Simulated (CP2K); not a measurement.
Wanted: the native input for a CP2K 2026.2 run.

```yaml
Task: relaxation of cell and atoms
Functional: RPBE
Dispersion: D3(BJ)
Potentials_or_basis: POTENTIAL_UZH Hg GTH-PBE-q12, Te GTH-PBE-q6; DZVP-MOLOPT-PBE-GTH basis
Density_cutoff: 6123 eV
k_mesh: 6 × 6 × 6
Occupations: fermi-dirac, width 0.05 eV
Spin: no spin polarisation
SCF_solver: diagonalisation with k points
Quickstep_method: GPW
EPS_DEFAULT: 1.0E-9
EPS_SCF: 1.0E-6
MAX_SCF: 100
SCF_GUESS: ATOMIC
Mesh_centred_on_Gamma: yes
CHOLESKY: OFF
EPS_EIGVAL: 1.0E-7
MIXING_METHOD: BROYDEN_MIXING
MIXING_ALPHA: 0.4
NBUFFER: 8
NGRIDS: 4
EXTRAPOLATION: USE_PREV_P
Basis_sets: Hg DZVP-MOLOPT-PBE-GTH-q12, Te DZVP-MOLOPT-PBE-GTH-q6
Potentials: Hg GTH-PBE-q12 of POTENTIAL_UZH, Te GTH-PBE-q6 of POTENTIAL_UZH
D3_from_the_s-dftd3_library_D3_REFERENCE_CODE: yes
ADDED_MOS: "[10]"
Optimiser: BFGS
Most_steps: 40
KEEP_SPACE_GROUP: yes
Force_threshold_eV/A: 0.03 eV/Å
PRESSURE_TOLERANCE_bar: 200 bar
Target_pressure_GPa: 0 GPa
REL_CUTOFF_Ry: 60 Ry
MIXING_BETA_1/bohr: 1.5 1/bohr
CUTOFF_of_the_grids: 450 Ry
Cutoff_radius_of_the_dispersion_sum_A: 20
```

HgTe (Coloradoite):

```
Hg Te
1.0
     4.54599    0.00000    0.00000
     2.27299    3.93694    0.00000
     2.27299    1.31231    3.71178
Hg Te
1 1
Direct
  0.00000 0.00000 0.00000
  0.75000 0.75000 0.75000
```

These files were run (other wordings do the same):

hgte_vcrelax.inp

```
&GLOBAL
  PROJECT hgte_vcrelax
  RUN_TYPE CELL_OPT
  PRINT_LEVEL LOW
&END GLOBAL
&FORCE_EVAL
  METHOD QS
  STRESS_TENSOR ANALYTICAL
  &DFT
    BASIS_SET_FILE_NAME BASIS_MOLOPT_UZH
    POTENTIAL_FILE_NAME POTENTIAL_UZH
    &MGRID
      CUTOFF 450
      REL_CUTOFF 60
      NGRIDS 4
    &END MGRID
    &QS
      METHOD GPW
      EPS_DEFAULT 1.0E-9
      EXTRAPOLATION USE_PREV_P
    &END QS
    &KPOINTS
      SCHEME MONKHORST-PACK 6 6 6
      GAMMA_CENTERED T
    &END KPOINTS
    &SCF
      SCF_GUESS ATOMIC
      EPS_SCF 1.0E-6
      MAX_SCF 100
      ADDED_MOS 10
      CHOLESKY OFF
      EPS_EIGVAL 1.0E-7
      &DIAGONALIZATION ON
        ALGORITHM STANDARD
      &END DIAGONALIZATION
      &MIXING ON
        METHOD BROYDEN_MIXING
        ALPHA 0.4
        BETA 1.5
        NBUFFER 8
      &END MIXING
      &SMEAR ON
        METHOD FERMI_DIRAC
        ELECTRONIC_TEMPERATURE [K] 580.226
      &END SMEAR
    &END SCF
    &XC
      &XC_FUNCTIONAL
        &GGA_X_RPBE
        &END GGA_X_RPBE
        &GGA_C_PBE
        &END GGA_C_PBE
      &END XC_FUNCTIONAL
      &VDW_POTENTIAL
        POTENTIAL_TYPE PAIR_POTENTIAL
        &PAIR_POTENTIAL
          TYPE DFTD3(BJ)
          REFERENCE_FUNCTIONAL RPBE
          PARAMETER_FILE_NAME dftd3.dat
          R_CUTOFF 20
          D3_REFERENCE_CODE T
        &END PAIR_POTENTIAL
      &END VDW_POTENTIAL
    &END XC
    &PRINT
      &KPOINTS ON
      &END KPOINTS
      &MULLIKEN ON
        &EACH
          CELL_OPT 0
        &END EACH
        ADD_LAST NUMERIC
      &END MULLIKEN
      &MO ON
        ENERGIES T
        OCCUPATION_NUMBERS T
        &EACH
          QS_SCF 0
          CELL_OPT 0
        &END EACH
        ADD_LAST NUMERIC
      &END MO
    &END PRINT
  &END DFT
  &SUBSYS
    &CELL
      A 4.5459894962 0.0000000000 0.0000000000
      B 2.2729947481 3.9369423891 0.0000000000
      C 2.2729947481 1.3123141297 3.7117848806
      PERIODIC XYZ
    &END CELL
    &COORD
      SCALED
      Hg  0.0000000000 0.0000000000 0.0000000000
      Te  0.7500000000 0.7500000000 0.7500000000
    &END COORD
    &KIND Hg
      BASIS_SET DZVP-MOLOPT-PBE-GTH-q12
      POTENTIAL GTH-PBE-q12
    &END KIND
    &KIND Te
      BASIS_SET DZVP-MOLOPT-PBE-GTH-q6
      POTENTIAL GTH-PBE-q6
    &END KIND
    &PRINT
      &ATOMIC_COORDINATES ON
      &END ATOMIC_COORDINATES
      &CELL ON
      &END CELL
      &SYMMETRY ON
      &END SYMMETRY
    &END PRINT
  &END SUBSYS
  &PRINT
    &FORCES ON
    &END FORCES
    &STRESS_TENSOR ON
    &END STRESS_TENSOR
  &END PRINT
&END FORCE_EVAL
&MOTION
  &CELL_OPT
    OPTIMIZER BFGS
    MAX_ITER 40
    MAX_FORCE [eV*angstrom^-1] 0.03
    RMS_FORCE [eV*angstrom^-1] 0.03
    MAX_DR 1.0E-2
    RMS_DR 1.0E-2
    EXTERNAL_PRESSURE [bar] 0.0
    PRESSURE_TOLERANCE [bar] 200
    KEEP_SPACE_GROUP T
  &END CELL_OPT
  &PRINT
    &TRAJECTORY ON
    &END TRAJECTORY
    &CELL ON
    &END CELL
    &FORCES ON
    &END FORCES
    &STRESS ON
    &END STRESS
    &RESTART OFF
    &END RESTART
    &RESTART_HISTORY OFF
    &END RESTART_HISTORY
  &END PRINT
&END MOTION
```

Potentials or basis: POTENTIAL_UZH Hg GTH-PBE-q12, Te GTH-PBE-q6; DZVP-MOLOPT-PBE-GTH basis.

Run with:

```sh
$ OMP_NUM_THREADS=1 cp2k.psmp -i hgte_vcrelax.inp -o hgte_vcrelax.out
```

Results of the run:

```
Relaxed volume                         : 31.66 Å³/atom
Relaxed cell                           : a = 4.490 Å, b = 4.490 Å, c = 4.490 Å, α = 59.44°, β = 59.58°, γ = 59.58°
Space group after relaxing (to 0.05 Å) : R3m (No. 160)
Energy gained by relaxing              : 12.1 meV/atom
Ionic steps                            : 6
Pressure after relaxing                : 0.0 GPa
Band gap on the k mesh                 : none (metal or under the smearing width)
Mulliken charges                       : Hg -0.12; Te +0.12 e
```

Caveat: Mulliken charges move with the basis; the potentials were made for another functional, which shifts forces and pressure; the basis of atomic orbitals isn't converged, which shifts pressures, moduli and gaps; the real-space grid breaks the cell's symmetry a little; pairwise dispersion overbinds metals, which lowers pressure and volume.

Wall time 79 s on 1 thread of Arm Neoverse V1, on a shared host, peak memory 0.34 GiB.
